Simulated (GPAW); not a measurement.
BaZrO3:

```xyz
5
Lattice="4.1913 0.0000 0.0000 0.0000 4.1913 0.0000 0.0000 0.0000 4.1913" Properties=species:S:1:pos:R:3 pbc="T T T"
Ba    0.0000    0.0000    0.0000
Zr    2.0957    2.0957    2.0957
O     2.0957    2.0957    0.0000
O     2.0957    0.0000    2.0957
O     0.0000    2.0957    2.0957
```

Base run:

- Program: GPAW 26.7.0
- Functional: r2SCAN
- Potentials or basis: GPAW PAW data sets (gpaw-data 1.2.1)
- Cutoff: 800 eV
- Basis: pw
- k mesh: 6 × 6 × 6
- Occupations: fermi-dirac, width 0.05 eV
- Spin: no spin polarisation

Its results: band gap on the k mesh 3.73 eV, indirect (least direct gap 3.97 eV).

Q: After a change of settings the same cell gave: band gap on the k mesh 4.15 eV, indirect (least direct gap 4.44 eV). Which change was it?
A. functional from r2SCAN to LDA; potentials or basis from GPAW PAW data sets (gpaw-data 1.2.1) to the program's PAW data sets (release 1.2.1) made for this functional
B. functional from r2SCAN to TB-mBJ; potentials or basis from GPAW PAW data sets (gpaw-data 1.2.1) to GPAW PAW data sets for LDA (gpaw-data 1.2.1)
C. functional from r2SCAN to PBEsol; potentials or basis from GPAW PAW data sets (gpaw-data 1.2.1) to PAW data sets generated in the run's folder for this functional
D. functional from r2SCAN to PBE

A: B.

Caveats: spin-orbit coupling is left out, which moves the levels of the heavy elements; a model potential gives levels but no total energy (some runs).

Not every run made on this cell is shown here.
